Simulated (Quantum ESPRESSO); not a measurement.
A run of Quantum ESPRESSO 7.5 is set up as follows.

run.py

```python
import numpy as np
from ase.calculators.espresso import Espresso, EspressoProfile
from ase.io import read

atoms = read('POSCAR')

input_data = {
    'control': {'calculation': 'scf', 'prefix': 'pwscf', 'outdir': './tmp', 'tprnfor': True, 'tstress': True, 'disk_io': 'low'},
    'system': {'ecutwfc': 36.0, 'ecutrho': 216.0, 'nbnd': 9, 'occupations': 'smearing', 'smearing': 'mv', 'degauss': 0.00367493},
    'electrons': {'conv_thr': 4e-10, 'electron_maxstep': 120, 'mixing_beta': 0.5},
}
pseudopotentials = {'C': 'C.LDA_PW-JTH.UPF'}
profile = EspressoProfile(command='pw.x', pseudo_dir='pseudo')
dft = Espresso(profile=profile, input_data=input_data, pseudopotentials=pseudopotentials, kpts=(11, 11, 7), koffset=(0, 0, 0))
atoms.calc = dft

from ase.optimize import LBFGS
done = LBFGS(atoms, trajectory='opt.traj').run(fmax=0.02, steps=30)
print('converged', done)
print(f'energy {atoms.get_potential_energy():.8f} eV')
print('forces (eV/A)')
print(np.round(atoms.get_forces(), 6))
print('stress (eV/A^3, Voigt)')
print(np.round(atoms.get_stress(), 8))
print(f'Fermi level {dft.get_fermi_level():.4f} eV')
```

Contents of POSCAR:

```
C
1.0
    2.1273203100     -1.2282824400      0.0000000000
    2.1273203100      1.2282824400      0.0000000000
   -1.3790696300      0.0000000000      3.5028300800
C
2
Direct
    0.9041907400      0.8129655600      0.0192690000
    0.0958092600      0.1870344400      0.9807310000
```

Potentials or basis: JTH 2.0 LDA.

Command:

```sh
$ OMP_NUM_THREADS=1 python run.py
```

(1) Predict the band gap on the k mesh.

(2) What does it give for the energy gained by relaxing?

## Answers

(1) 1.11 eV, direct.

(2) 816.1 meV/atom.

Caveat: this smearing can shift energies of a crystal with a gap; an odd mesh through Γ misses points on the zone boundary, where band edges often lie.
